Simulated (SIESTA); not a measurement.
The system is CaO.

```xyz
2
Lattice="0.0000 2.4036 2.4036 2.4036 0.0000 2.4036 2.4036 2.4036 0.0000" Properties=species:S:1:pos:R:3 pbc="T T T"
Ca    0.0000    0.0000    0.0000
O     2.4036    2.4036    2.4036
```

The cell is a database's computed one.

Base run:

```yaml
Program: SIESTA 5.4.2
Functional: vdW-DF-cx
Potentials_or_basis: PseudoDojo 0.4 standard (PBE files)
Basis: DZP (energy shift 0.003 Ry; two zetas on semicore shells; d shell added on Ca)
Grid_cutoff: 800 Ry
Energy_shift: 0.003 Ry
k_mesh: 10 × 10 × 10
Occupations: fermi-dirac, width 0.05 eV
Spin: no spin polarisation
```

Its results: band gap on the k mesh 3.63 eV, indirect (least direct gap 4.01 eV); pressure -1.1 GPa.

**Question.** After a change of settings the same cell gave: band gap on the k mesh 3.72 eV, indirect (least direct gap 4.09 eV); pressure 5.7 GPa. Which change was it?
A. functional from vdW-DF-cx to BLYP
B. functional from vdW-DF-cx to AM05; potentials or basis from PseudoDojo 0.4 standard (PBE files) to PseudoDojo 0.4 standard (PBEsol files)
C. functional from vdW-DF-cx to LDA; potentials or basis from PseudoDojo 0.4 standard (PBE files) to PseudoDojo 0.4 standard (LDA files)
D. functional from vdW-DF-cx to PBE

**Answer.** A.

Caveats: the potentials were made for another functional, which shifts forces and pressure; the basis of atomic orbitals isn't converged, which shifts pressures, moduli and gaps.

Not every run made on this cell is shown here.
